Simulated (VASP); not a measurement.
# AlP (F-43m) in VASP: further runs, part 2 of 2

VASP 6.6.1.

**3. Single point, r2SCAN (volume changed by -6%)**

Contents of POSCAR:

```
AlP
1.0
    0.0000000000      2.6833418232      2.6833418232
    2.6833418232      0.0000000000      2.6833418232
    2.6833418232      2.6833418232      0.0000000000
Al P
1 1
Direct
    0.0000000000      0.0000000000      0.0000000000
    0.2500000000      0.2500000000      0.2500000000
```

Contents of INCAR.step1:

```
  PREC = Accurate
  ENCUT = 550
  ISMEAR = 0
  SIGMA = 0.01
  LREAL = F
  LASPH = T
  NELM = 120
  NBANDS = 11
  GGA = PE
  ALGO = Normal
  EDIFF = 1E-5
  LWAVE = T
  LCHARG = F
  GGA_COMPAT = F
```

Contents of INCAR.step2:

```
  PREC = Accurate
  ENCUT = 550
  EDIFF = 1E-6
  ISMEAR = 0
  SIGMA = 0.01
  LREAL = F
  LASPH = T
  NELM = 120
  ALGO = Normal
  ISIF = 2
  LWAVE = F
  LCHARG = F
  METAGGA = R2SCAN
  LMIXTAU = T
  NBANDS = 11
  ISTART = 1
  GGA_COMPAT = F
```

Contents of KPOINTS:

```
Automatic mesh
0
Gamma
  6 6 6
```

Potentials or basis: VASP PAW PBE potentials, release 64 (Al, P).

Command:

```
$ cat potpaw_PBE.64/Al/POTCAR potpaw_PBE.64/P/POTCAR > POTCAR
$ cp INCAR.step1 INCAR
$ mpirun -np 1 vasp_std > vasp.out
$ cp INCAR.step2 INCAR
$ mpirun -np 1 vasp_std > vasp.out
```

OUTCAR:

```text
PREC = Accurate
   ENCUT = 550
   EDIFF = 1E-6
   ISMEAR = 0
   LREAL = F
   LASPH = T
   NELM = 120
   ISIF = 2
   METAGGA = R2SCAN
   ISTART = 1

 ion  position               nearest neighbor table
   1  0.000  0.000  0.000-   2 2.32   2 2.32   2 2.32   2 2.32
   2  0.250  0.250  0.250-   1 2.32   1 2.32   1 2.32   1 2.32

  LATTYP: Found a face centered cubic cell.
 ALAT       =     5.3666836464

  Lattice vectors:

 A1 = (   0.0000000000,   2.6833418232,   2.6833418232)
 A2 = (   2.6833418232,   0.0000000000,   2.6833418232)
 A3 = (   2.6833418232,   2.6833418232,   0.0000000000)

Analysis of symmetry for initial positions (statically):
=====================================================================
 Subroutine PRICEL returns:
 Original cell was already a primitive cell.

 Routine SETGRP: Setting up the symmetry group for a
 face centered cubic supercell.

 Subroutine GETGRP returns: Found 24 space group operations
 (whereof 24 operations were pure point group operations)
 out of a pool of 48 trial point group operations.

[... 161 lines left out ...]
 k-point     1 :       0.0000    0.0000    0.0000
  band No.  band energies     occupation
      1      -7.4054      2.00000
      2       4.8963      2.00000
      3       4.8963      2.00000
      4       4.8963      2.00000
      5       9.3805      0.00000
      6       9.9476      0.00000
      7       9.9476      0.00000
      8       9.9476      0.00000
      9      14.2609      0.00000
     10      14.2609      0.00000
     11      16.5058      0.00000
[... 197 lines left out ...]
 k-point    16 :      -0.3333    0.5000    0.1667
  band No.  band energies     occupation
      1      -4.7375      2.00000
      2      -0.4086      2.00000
      3       1.7228      2.00000
      4       2.0021      2.00000
      5       8.5620      0.00000
      6       9.7191      0.00000
      7      13.3846      0.00000
      8      13.7454      0.00000
      9      17.4808      0.00000
     10      17.8732      0.00000
     11      19.5787      0.00000

------------------------ aborting loop because EDIFF is reached ----------------------------------------

  FORCE on cell =-STRESS in cart. coord.  units (eV):
  Direction    XX          YY          ZZ          XY          YZ          ZX
  --------------------------------------------------------------------------------------
  -------------------------------------------------------------------------------------
  Total        1.4580645      1.4580645      1.4580645     -0.0000000      0.0000000     -0.0000000
  in kB       60.4545946     60.4545946     60.4545946     -0.0000000      0.0000000     -0.0000000
  external PRESSURE =      60.4545946 kB  Pullay stress =       0.0000000 kB

 VOLUME and BASIS-vectors are now :
 -----------------------------------------------------------------------------
  energy-cutoff  :      550.00
  volume of cell :       38.64
      direct lattice vectors                 reciprocal lattice vectors
     0.000000000  2.683341823  2.683341823    -0.186334814  0.186334814  0.186334814
     2.683341823  0.000000000  2.683341823     0.186334814 -0.186334814  0.186334814
     2.683341823  2.683341823  0.000000000     0.186334814  0.186334814 -0.186334814

 POSITION                                       TOTAL-FORCE (eV/Angst)
 -----------------------------------------------------------------------------------
      0.00000      0.00000      0.00000        -0.000000     -0.000000     -0.000000
      1.34167      1.34167      1.34167         0.000000      0.000000      0.000000
 -----------------------------------------------------------------------------------
    total drift:                               -0.000000     -0.000000     -0.000000

  FREE ENERGIE OF THE ION-ELECTRON SYSTEM (eV)
  ---------------------------------------------------
  free  energy   TOTEN  =       -17.1611277704 eV

  energy  without entropy=      -17.1611277704  energy(sigma->0) =      -17.16112777
```

OUTCAR.step1:

```text
PREC = Accurate
   ENCUT = 550
   ISMEAR = 0
   LREAL = F
   LASPH = T
[... 434 lines left out ...]
 -----------------------------------------------------------------------------------
      0.00000      0.00000      0.00000         0.000000      0.000000      0.000000
      1.34167      1.34167      1.34167        -0.000000     -0.000000     -0.000000
 -----------------------------------------------------------------------------------
    total drift:                               -0.000000     -0.000000     -0.000000

  FREE ENERGIE OF THE ION-ELECTRON SYSTEM (eV)
  ---------------------------------------------------
  free  energy   TOTEN  =       -10.3014072419 eV

  energy  without entropy=      -10.3014072419  energy(sigma->0) =      -10.30140724
```

OSZICAR.step1:

```text
N       E                     dE             d eps       ncg     rms          rms(c)
DAV:   1     0.122111278247E+02    0.12211E+02   -0.32130E+03   352   0.584E+02
DAV:   2    -0.979931717110E+01   -0.22010E+02   -0.21294E+02   441   0.949E+01
DAV:   3    -0.106665237574E+02   -0.86721E+00   -0.86577E+00   427   0.179E+01
DAV:   4    -0.106749664201E+02   -0.84427E-02   -0.84417E-02   436   0.217E+00
DAV:   5    -0.106751220510E+02   -0.15563E-03   -0.15563E-03   436   0.274E-01    0.475E+00
DAV:   6    -0.103516761340E+02    0.32345E+00   -0.60053E-01   391   0.294E+00    0.307E+00
DAV:   7    -0.103009712750E+02    0.50705E-01   -0.24349E-01   409   0.203E+00    0.152E+00
DAV:   8    -0.103013630410E+02   -0.39177E-03   -0.16366E-02   405   0.633E-01    0.220E-01
DAV:   9    -0.103012662056E+02    0.96835E-04   -0.75587E-04   431   0.153E-01    0.852E-02
DAV:  10    -0.103014027732E+02   -0.13657E-03   -0.20011E-04   385   0.761E-02    0.883E-03
DAV:  11    -0.103014072419E+02   -0.44687E-05   -0.21229E-05   435   0.219E-02
   1 F= -.10301407E+02 E0= -.10301407E+02  d E =-.606750E-12
```

It took 35 s on 1 thread of AMD EPYC 7R13, shared host; peak memory 0.16 GiB.

What came out:

```
Free energy            : -17.1611 eV
Pressure               : 6.0 GPa
Band gap on the k mesh : 1.81 eV, indirect (least direct gap 4.10 eV)
```

Caveat: the cell differs from its parent crystal (volume changed by -6%); the PAW data sets were made with another functional, which shifts forces and pressure a little.

**4. Single point, PBE**

This run uses another cell than the first one, of 20.55 Å³/atom, 0.929 times its volume.

Contents of INCAR:

```
SYSTEM = AlP
PREC     = Accurate       ! precision mode
ENCUT    = 500            ! plane-wave cutoff, eV
EDIFF    = 1E-6           ! SCF threshold, eV
ISMEAR   = 0              ! smearing method
SIGMA    = 0.01           ! smearing width, eV
LREAL    = .FALSE.        ! projectors in reciprocal space
LASPH    = .TRUE.         ! aspherical terms in the spheres
NELM     = 120            ! most SCF steps
ALGO     = Normal         ! electronic algorithm
ISIF     = 2              ! what is computed and relaxed
LWAVE    = .FALSE.        ! write WAVECAR
LCHARG   = .TRUE.         ! write CHGCAR
GGA      = PE             ! functional
LELF     = .TRUE.         ! ELF
LVHAR    = .TRUE.       
NBANDS   = 11             ! bands
GGA_COMPAT= .FALSE.
```

Contents of KPOINTS:

```
regular mesh
0
G
  8 8 8
  0 0 0
```

Contents of POSCAR:

```
AlP
1.0
    0.0000000000      2.7392607952      2.7392607952
    2.7392607952      0.0000000000      2.7392607952
    2.7392607952      2.7392607952      0.0000000000
Al P
1 1
Direct
    0.0000000000      0.0000000000      0.0000000000
    0.2500000000      0.2500000000      0.2500000000
```

Command:

```
$ cat potpaw_PBE.64/Al/POTCAR potpaw_PBE.64/P/POTCAR > POTCAR
$ mpirun -np 1 vasp_std > vasp.out
```

Run time: 10 s. Hardware: 1 thread of AMD EPYC 7R13, shared host; peak memory 0.15 GiB.

The run converged. Its results:

- Free energy: -10.3743 eV
- Pressure: 1.3 GPa
- Band gap on the k mesh: 1.60 eV, indirect (least direct gap 3.22 eV)

Levels at points of the mesh, in eV from the valence-band top:
```tsv
k point	band 2	band 3	band 4	band 5	band 6	band 7
(0.00, 0.00, 0.00)	0.00	0.00	0.00	3.22	4.55	4.55
(0.50, 0.00, 0.00)	-5.48	-0.76	-0.76	2.78	4.82	4.82
(0.50, 0.50, 0.00)	-5.27	-2.08	-2.08	1.60	2.47	10.99
```

**5. Single point, r2SCAN**

This run uses another cell than the first one, of 20.55 Å³/atom, 0.929 times its volume.

POSCAR is that of step 4.

Contents of INCAR.step1:

```
ALGO     = Normal         # electronic algorithm
EDIFF    = 1E-5           # SCF threshold, eV
ENCUT    = 550            # plane-wave cutoff, eV
GGA      = PE             # functional
GGA_COMPAT= F            
ISMEAR   = 0              # smearing method
LASPH    = T              # aspherical terms in the spheres
LCHARG   = F              # write CHGCAR
LREAL    = F              # projectors in reciprocal space
LWAVE    = T              # write WAVECAR
NBANDS   = 11             # bands
NELM     = 120            # most SCF steps
PREC     = Accurate       # precision mode
SIGMA    = 0.01           # smearing width, eV
```

Contents of INCAR.step2:

```
ALGO     = Normal         # electronic algorithm
EDIFF    = 1E-6           # SCF threshold, eV
ENCUT    = 550            # plane-wave cutoff, eV
GGA_COMPAT= F            
ISIF     = 2              # what is computed and relaxed
ISMEAR   = 0              # smearing method
ISTART   = 1            
LASPH    = T              # aspherical terms in the spheres
LCHARG   = F              # write CHGCAR
LMIXTAU  = T            
LREAL    = F              # projectors in reciprocal space
LWAVE    = F              # write WAVECAR
METAGGA  = R2SCAN         # meta-GGA
NBANDS   = 11             # bands
NELM     = 120            # most SCF steps
PREC     = Accurate       # precision mode
SIGMA    = 0.01           # smearing width, eV
```

Contents of KPOINTS:

```
k-points
0
Gamma
  6 6 6
```

Potentials or basis: VASP PAW PBE potentials, release 64 (Al, P).

Command:

```
$ cat potpaw_PBE.64/Al/POTCAR potpaw_PBE.64/P/POTCAR > POTCAR
$ cp INCAR.step1 INCAR
$ mpirun -np 1 vasp_std > vasp.out
$ cp INCAR.step2 INCAR
$ mpirun -np 1 vasp_std > vasp.out
```

OUTCAR:

```text
EDIFF = 1E-6
   ENCUT = 550
   ISIF = 2
   ISMEAR = 0
   ISTART = 1
   LASPH = T
   LREAL = F
   METAGGA = R2SCAN
   NELM = 120
   PREC = Accurate

 ion  position               nearest neighbor table
   1  0.000  0.000  0.000-   2 2.37   2 2.37   2 2.37   2 2.37
   2  0.250  0.250  0.250-   1 2.37   1 2.37   1 2.37   1 2.37

  LATTYP: Found a face centered cubic cell.
 ALAT       =     5.4785215904

  Lattice vectors:

 A1 = (   0.0000000000,   2.7392607952,   2.7392607952)
 A2 = (   2.7392607952,   0.0000000000,   2.7392607952)
 A3 = (   2.7392607952,   2.7392607952,   0.0000000000)

Analysis of symmetry for initial positions (statically):
=====================================================================
 Subroutine PRICEL returns:
 Original cell was already a primitive cell.

 Routine SETGRP: Setting up the symmetry group for a
 face centered cubic supercell.

 Subroutine GETGRP returns: Found 24 space group operations
 (whereof 24 operations were pure point group operations)
 out of a pool of 48 trial point group operations.

The static configuration has the point symmetry T_d .

[... 160 lines left out ...]
  band No.  band energies     occupation
      1      -7.6116      2.00000
      2       4.3180      2.00000
      3       4.3180      2.00000
      4       4.3180      2.00000
      5       8.2273      0.00000
      6       9.2774      0.00000
      7       9.2774      0.00000
      8       9.2774      0.00000
      9      13.6149      0.00000
     10      13.6149      0.00000
     11      15.4352      0.00000
[... 197 lines left out ...]
 k-point    16 :      -0.3333    0.5000    0.1667
  band No.  band energies     occupation
      1      -5.1754      2.00000
      2      -0.8008      2.00000
      3       1.3528      2.00000
      4       1.6169      2.00000
      5       8.0020      0.00000
      6       9.0523      0.00000
      7      12.5512      0.00000
      8      12.8879      0.00000
      9      16.3815      0.00000
     10      16.9422      0.00000
     11      18.4501      0.00000

------------------------ aborting loop because EDIFF is reached ----------------------------------------

  FORCE on cell =-STRESS in cart. coord.  units (eV):
  Direction    XX          YY          ZZ          XY          YZ          ZX
  --------------------------------------------------------------------------------------
  -------------------------------------------------------------------------------------
  Total       -0.0686017     -0.0686017     -0.0686017     -0.0000000      0.0000000      0.0000000
  in kB       -2.6737155     -2.6737155     -2.6737155     -0.0000000      0.0000000      0.0000000
  external PRESSURE =      -2.6737155 kB  Pullay stress =       0.0000000 kB

 VOLUME and BASIS-vectors are now :
 -----------------------------------------------------------------------------
  energy-cutoff  :      550.00
  volume of cell :       41.11
      direct lattice vectors                 reciprocal lattice vectors
     0.000000000  2.739260795  2.739260795    -0.182530996  0.182530996  0.182530996
     2.739260795  0.000000000  2.739260795     0.182530996 -0.182530996  0.182530996
     2.739260795  2.739260795  0.000000000     0.182530996  0.182530996 -0.182530996

 POSITION                                       TOTAL-FORCE (eV/Angst)
 -----------------------------------------------------------------------------------
      0.00000      0.00000      0.00000         0.000000     -0.000000     -0.000000
      1.36963      1.36963      1.36963        -0.000000      0.000000      0.000000
 -----------------------------------------------------------------------------------
    total drift:                               -0.000000     -0.000000     -0.000000

  FREE ENERGIE OF THE ION-ELECTRON SYSTEM (eV)
  ---------------------------------------------------
  free  energy   TOTEN  =       -17.2031938181 eV

  energy  without entropy=      -17.2031938181  energy(sigma->0) =      -17.20319382
```

OUTCAR.step1:

```text
EDIFF = 1E-5
   ENCUT = 550
   GGA = PE
   ISMEAR = 0
   LASPH = T
[... 434 lines left out ...]
 -----------------------------------------------------------------------------------
      0.00000      0.00000      0.00000        -0.000000     -0.000000     -0.000000
      1.36963      1.36963      1.36963         0.000000      0.000000      0.000000
 -----------------------------------------------------------------------------------
    total drift:                               -0.000000     -0.000000     -0.000000

  FREE ENERGIE OF THE ION-ELECTRON SYSTEM (eV)
  ---------------------------------------------------
  free  energy   TOTEN  =       -10.3669155363 eV

  energy  without entropy=      -10.3669155363  energy(sigma->0) =      -10.36691554
```

Run time: 35 s. Hardware: 1 thread of AMD EPYC 7R13, shared host; peak memory 0.16 GiB.

What came out:

* Free energy: -17.2032 eV
* Pressure: -0.3 GPa
* Band gap on the k mesh: 1.93 eV, indirect (least direct gap 3.91 eV)

Caveat: the PAW data sets were made with another functional, which shifts forces and pressure a little.

**6. The runs side by side**

```csv
level,cell,k mesh,cutoff (eV),gap on the mesh (eV),pressure (GPa)
PBE,"a = 3.970 Å, angles 60.0°, 2 atoms",6 × 6 × 6,500,1.73,-4.3
r2SCAN,"a = 3.795 Å, angles 60.0°, 2 atoms",6 × 6 × 6,550,1.81,6.0
PBE,"a = 3.874 Å, angles 60.0°, 2 atoms",8 × 8 × 8,500,1.60,1.3
r2SCAN,"a = 3.874 Å, angles 60.0°, 2 atoms",6 × 6 × 6,550,1.93,-0.3
```

Alike in all rows: task single point; potentials or basis VASP PAW PBE potentials, release 64 (Al, P); no spin polarisation; smearing gaussian 0.01 eV.

Caveats: the PAW data sets were made with another functional, which shifts forces and pressure a little (some runs).

Total energies depend on the potentials used, so only differences within one code and one set of settings carry meaning.

**7. How close it comes**

Step 4. A measured gap of AlP is 2.505 eV (indirect; 4.2 K; a printed reference work, data compilation); the calculated 1.60 eV misses it by -0.91 eV. The value is that of PBE on a finite k mesh, which can miss the band edges, without temperature or zero-point motion. Semilocal functionals fall short of measured gaps as a rule.

Step 5. Measured gap of AlP: 2.505 eV (indirect; 4.2 K; a printed reference work, data compilation). This calculation gives 1.93 eV (-0.58 eV). The value is that of r2SCAN on a finite k mesh, which can miss the band edges, without temperature or zero-point motion.
